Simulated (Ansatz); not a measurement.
Level of theory: DFT PBE, scalar-relativistic, plane waves, PAW in Ansatz. All cells share a 420 eV cutoff and Γ-centred k meshes spaced at most about 0.3 Å⁻¹ (about 0.25 or finer for metals, 2π included). No spin polarisation.

These are static total energies at zero pressure.

Compare these two cells of Cu4O, each relaxed at this level.

A.

```cif
data_structure
_symmetry_space_group_name_H-M 'Im-3m'
_symmetry_Int_Tables_number 229
_cell_length_a 5.0489
_cell_length_b 5.0489
_cell_length_c 5.0489
_cell_angle_alpha 90.000
_cell_angle_beta 90.000
_cell_angle_gamma 90.000
_cell_volume 128.70
loop_
_atom_site_label
_atom_site_type_symbol
_atom_site_symmetry_multiplicity
_atom_site_Wyckoff_symbol
_atom_site_fract_x
_atom_site_fract_y
_atom_site_fract_z
_atom_site_occupancy
Cu1 Cu 8 c 0.25000 0.25000 0.75000 1
O1 O 2 a 0.00000 0.00000 0.00000 1
```

B.

```cif
data_structure
_symmetry_space_group_name_H-M 'P6/mmm'
_symmetry_Int_Tables_number 191
_cell_length_a 4.9763
_cell_length_b 4.9763
_cell_length_c 3.5633
_cell_angle_alpha 90.000
_cell_angle_beta 90.000
_cell_angle_gamma 120.000
_cell_volume 76.42
loop_
_atom_site_label
_atom_site_type_symbol
_atom_site_symmetry_multiplicity
_atom_site_Wyckoff_symbol
_atom_site_fract_x
_atom_site_fract_y
_atom_site_fract_z
_atom_site_occupancy
Cu1 Cu 1 a 0.00000 0.00000 0.00000 1
Cu2 Cu 3 f 0.50000 0.00000 0.00000 1
O1 O 1 b 0.00000 0.00000 0.50000 1
```

Question: Which would you expect to be lower, and how large is the difference?

Answer: A is lower, by 128 meV/atom. A has space group Im-3m (No. 229), 12.9 Å³/atom and no gap on its mesh; B has space group P6/mmm (No. 191), 15.3 Å³/atom and no gap. Counting Cu atoms around O (those within 1.25 times the shortest such distance or 1.15 times the sum of covalent radii), A has O 8 and B has O 2. The denser one is the lower, and pressure would at first widen the difference. Even the lower one lies +0.28 eV/atom against the reference forms of the elements (uncorrected), so neither is stable at this level. In A, Cu has 2 O at 2.19 Å and 6 Cu at 2.52 Å; around O lie 8 Cu at 2.19 Å. In B, around Cu on a site of symmetry 6/mmm lie 2 O at 1.78 Å and 6 Cu at 2.49 Å; Cu on a site of symmetry mmm is surrounded by 6 Cu at 2.49 Å; O has 2 Cu at 1.78 Å. Both come from invented guesses. The lowest form computed isn't among them: it has space group Pm-3m (No. 221), 12.4 Å³/atom and lies 183 meV/atom below the best shown.

No Hubbard U is applied to the 3d shell of Cu. Cells relaxed within their symmetry can be saddle points. Some types were kept out of the candidates beforehand, so the set may lack a known form.

The preference for A probably reflects how oxygen fits into the copper framework rather than stronger individual Cu–O bonds. Its contacts of 2.19 Å are long and weak, but eight of them share the oxide ion's bonding, and every Cu takes part. In B the oxygen forms two short, strong links at 1.78 Å, leaving three quarters of the Cu without an oxygen neighbour and propping the close-packed copper sheets apart. This suggests that lost cohesion between the sheets outweighs the gain from the short bonds. The number of nearest Cu neighbours can't explain the ordering, as it is six in both.

The absence of a gap fits the composition: oxygen can oxidise only part of the copper, leaving 4s electrons in metallic states. Neither cell offers the pairing of linear Cu(I) with tetrahedral oxygen that stabilises Cu2O, so their positive energies against the elements speak against these arrangements, not against Cu–O bonding in general. Separation into Cu2O and copper metal would be the more telling test of a suboxide.
